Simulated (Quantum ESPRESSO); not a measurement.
Wanted: the native input for a Quantum ESPRESSO 7.5 run.

```
Task                : single point
Functional          : PBE
Potentials or basis : SSSP 1.3 efficiency PBE
Cutoff              : 748 eV
Density cutoff      : 5987 eV
k mesh              : 7 × 7 × 7
Occupations         : fermi-dirac, width 0.05 eV
Spin                : no spin polarisation
Mixing beta         : 0.5
Most SCF iterations : 120
SCF threshold       : 4e-10 Ry
```

Crystal: Tl.

```
Tl
1.0
     0.00000   -3.88200    0.00000
    -3.88200    0.00000    0.00000
     0.00000    0.00000   -3.88200
Tl
2
Direct
  0.53120 0.54114 0.50938
  0.96880 0.95886 0.99062
```

This isn't the form of Tl at room conditions, which is hcp.

The input as run:

pw.in

```
&CONTROL
  calculation = 'scf'
  prefix = 'pwscf'
  outdir = './tmp'
  pseudo_dir = './pseudo'
  tprnfor = .true.
  tstress = .true.
  disk_io = 'nowf'
/
&SYSTEM
  ibrav = 0
  nat = 2
  ntyp = 1
  ecutwfc = 55
  ecutrho = 440
  nbnd = 20
  occupations = 'smearing'
  smearing = 'fd'
  degauss = 0.00367493
/
&ELECTRONS
  conv_thr = 4d-10
  electron_maxstep = 120
  mixing_beta = 0.5
/
ATOMIC_SPECIES
Tl   204.3800 Tl_pbe_v1.2.uspp.F.UPF
CELL_PARAMETERS angstrom
   0.0000000000   -3.8820000000    0.0000000000
  -3.8820000000    0.0000000000    0.0000000000
   0.0000000000    0.0000000000   -3.8820000000
ATOMIC_POSITIONS crystal
Tl     0.5312004000    0.5411440400    0.5093844500
Tl     0.9687996000    0.9588559600    0.9906155500
K_POINTS automatic
7 7 7 0 0 0
```

Potentials or basis: SSSP 1.3 efficiency PBE.

Command:

```sh
$ OMP_NUM_THREADS=1 pw.x -in pw.in > pw.out
```

Results of the run:

```yaml
Pressure: 3.1 GPa
Largest_force: 0.756 eV/Å
Band_gap_on_the_k_mesh: none (metal or under the smearing width)
```

Run time: 110 s on 1 thread of Intel(R) Xeon(R) Platinum 8488C (Sapphire Rapids) (shared host), peak memory 0.39 GiB.
